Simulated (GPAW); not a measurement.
# Anisotropy of free-standing triangular V monolayer, spacing 3.216 A

One collinear state of free-standing triangular V monolayer, spacing 3.216 A is converged, and its anisotropy computed from it.

Main program and level: GPAW 26.7.0; LDA; plane waves with GPAW's PAW setups, scalar-relativistic.

Report form: the programs' logs are mostly left out.

## 1. The structure

The cell holds 1 atom: 1 V. Its edges and angles: a = 3.216 Å, b = 3.216 Å, c = 14.000 Å, α = 90.0°, β = 90.0°, γ = 120.0°. model lattice. Vacuum lies along c.

## 2. Ground-state run

All later steps read the density of this run.

Contents of order1.py:

```python
import json
import numpy as np
from ase import Atoms
from ase.parallel import paropen, parprint
from gpaw import GPAW

atoms = Atoms(['V'],
    cell=[[3.216, 0.0, 0.0],
         [-1.608, 2.785138, 0.0],
         [0.0, 0.0, 14.0]],
    scaled_positions=[[0.0, 0.0, 0.5]],
    pbc=True,
    magmoms=[1.5])
atoms.calc = GPAW(mode={'name': 'pw', 'ecut': 550},
    xc='LDA',
    kpts={'size': (10, 10, 1), 'gamma': True},
    occupations={'name': 'fermi-dirac', 'width': 0.1},
    convergence={'density': 1e-05, 'energy': 1e-05},
    maxiter=200,
    symmetry={'tolerance': 1e-4},
    txt='order1.txt')
e = atoms.get_potential_energy(force_consistent=True)
res = {'free_energy': e, 'energy_sigma0': atoms.get_potential_energy(), 'fermi_energy': atoms.calc.get_fermi_level()}
res['moments'] = atoms.get_magnetic_moments().tolist()
res['total'] = atoms.get_magnetic_moment()
parprint('site moments (muB):', np.round(res['moments'], 3))
parprint(f"total moment: {res['total']:.3f} muB")
parprint(f'free energy: {e:.6f} eV')
atoms.calc.write('order1.gpw')
with paropen('results.json', 'w') as f:
    json.dump(res, f)
```

The run is started by

```bash
OMP_NUM_THREADS=1 mpirun -n 2 gpaw python order1.py > order1.log
```

Run time: 17 s. Hardware: 2 MPI ranks of Arm Neoverse V1, shared host; peak memory 0.43 GiB.

Numbers from this step:

| Property | Result |
| --- | --- |
| magnetization | 3.762 μB |
| final state | ferromagnetic |
| largest moment | 2.763 μB |

After 13 cycles the largest moment stands at 2.76 μB.

## 3. Non-self-consistent run

The steps that follow sum over empty states, which the ground-state run does not converge; 15 states a spin are converged here at the frozen density and written with their wave functions.

It starts from the saved density of the lowest of the states tried.

Contents of nscf.py:

```python
from gpaw import GPAW

calc = GPAW('order1.gpw').fixed_density(
    kpts={'size': (10, 10, 1), 'gamma': True},
    nbands=19,
    convergence={'bands': 15, 'eigenstates': 1e-9},
    eigensolver='ppcg',
    parallel={'domain': 1},
    txt='nscf.txt')
calc.write('nscf.gpw', mode='all')
```

The run is started by

```bash
OMP_NUM_THREADS=1 mpirun -n 2 gpaw python nscf.py > nscf.log
```

Wall time 19 s (2 MPI ranks); peak memory 0.46 GiB.

## 4. Energy against the direction of the moments

Spin–orbit coupling is added in the basis of the saved states for each direction of the moments. The change in the band energy is the anisotropy energy, with no new self-consistent run.

Contents of anisotropy.py:

```python
import json
import numpy as np
from ase.parallel import paropen, parprint
from gpaw import GPAW
from gpaw.spinorbit import soc_eigenstates

calc = GPAW('nscf.gpw')
angles = [[0.0, 0.0], [90.0, 0.0], [90.0, 90.0], [15.0, 0.0], [30.0, 0.0], [45.0, 0.0], [60.0, 0.0], [75.0, 0.0]]  # theta, phi in degrees
res = {'rows': []}
for scale in [1.0]:
    e0 = None
    for theta, phi in angles:
        soc = soc_eigenstates(calc, n2=15, scale=scale, theta=theta, phi=phi)
        e = soc.calculate_band_energy()
        e0 = e if e0 is None else e0
        orbital = soc.get_orbital_magnetic_moments()
        res['rows'].append([scale, theta, phi, 1000 * (e - e0), orbital.tolist()])
        parprint(f'scale {scale} theta {theta:6.1f} phi {phi:6.1f}  dE = {1000 * (e - e0):9.4f} meV  |L| =', np.round(np.linalg.norm(orbital, axis=1), 4))
with paropen('results.json', 'w') as f:
    json.dump(res, f)
```

The run is started by

```bash
OMP_NUM_THREADS=1 mpirun -n 2 gpaw python anisotropy.py > anisotropy.log
```

Run time: 3.1 s. Hardware: 2 MPI ranks; peak memory 0.26 GiB; 6.1 s of CPU time.

Directions, in the order of the table: the normal; the first cell vector; the in-plane normal to it; 0.17 of the way from the normal to the first cell vector; 0.33 of the way from the normal to the first cell vector; 0.50 of the way from the normal to the first cell vector; 0.67 of the way from the normal to the first cell vector; 0.83 of the way from the normal to the first cell vector.

Theta from the Cartesian z axis, phi from x; spin up lies along the direction. Anisotropy, by row:

```tsv
spin-orbit scale	theta (degrees)	phi (degrees)	band energy less the first direction's (meV a cell)	orbital moment of atom 1 along the direction (μB)	sum of orbital moments along the direction (μB a cell)
1	0	0	0	-0.06044	-0.06044
1	90	0	-0.2303	-0.09127	-0.09127
1	90	90	-0.2303	-0.09127	-0.09127
1	15	0	-0.01544	-0.06251	-0.06251
1	30	0	-0.05763	-0.06816	-0.06816
1	45	0	-0.1152	-0.07586	-0.07586
1	60	0	-0.1728	-0.08357	-0.08357
1	75	0	-0.2149	-0.08921	-0.08921
```

## 5. Results

```json
{
  "state": "ferromagnetic",
  "largest site moment": "2.76 μB",
  "spread of the directions' energies": "0.230 meV a cell",
  "easiest direction tried": "the plane normal to the layer's normal"
}
```

What this shows: About the ferromagnetic state the directions differ by 0.230 meV a cell, with the plane normal to the layer's normal easiest. The anisotropy comes from the force theorem at a frozen potential; it needs a check on a finer mesh, and shape anisotropy is not in it.

[Logs and program files are shortened in this print: banners, set-up blocks, solver, clock and traceback lines can be left out without a mark of their own.]

[Logs are printed without paths, hosts, clocks, repeated set-up lines and the standing remarks that a program may print on its own settings, such as how far it seeks lower states.]

[Hosts, paths, dates, database ids (printed as entryN), source tags and the programs' standing remarks are cut or masked in the printed files.]

[Where a cell is said to come from a database of computed structures, the database is the Materials Project.]
